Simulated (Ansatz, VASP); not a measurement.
Two plane-wave programs on BaS

```xyz
2
Lattice="0.0000 3.1768 3.1768 3.1768 0.0000 3.1768 3.1768 3.1768 0.0000" Properties=species:S:1:pos:R:3 pbc="T T T"
Ba    3.1768    3.1768    3.1768
S     0.0000    0.0000    0.0000
```

Alike in both runs: task single point; functional LDA; k mesh 6 × 6 × 6; occupations gaussian, width 0.05 eV; no spin polarisation.

|  | VASP | Ansatz |
| --- | --- | --- |
| version | VASP 6.6.1 | Ansatz 0.2.0 |
| potentials or method | VASP PAW LDA potentials, release 64 (Ba_sv, S) | scalar-relativistic, plane waves, PAW |
| plane-wave cutoff (eV) | 520 | 420 |
| valence electrons in the cell | 16 | 16 |

```tsv
	VASP	Ansatz	Ansatz less VASP
gap on the k mesh at the Fermi level (eV)	1.87	1.98	+0.108
least direct gap on the mesh (eV)	2.00	2.08	+0.076
pressure (GPa)	-1.1	-1.8	-0.68
```

Caveats: spin-orbit coupling is left out, which moves the levels of the heavy elements. A k mesh can miss the band edges. A hybrid or GW would open this gap; LDA tends to underestimate it.
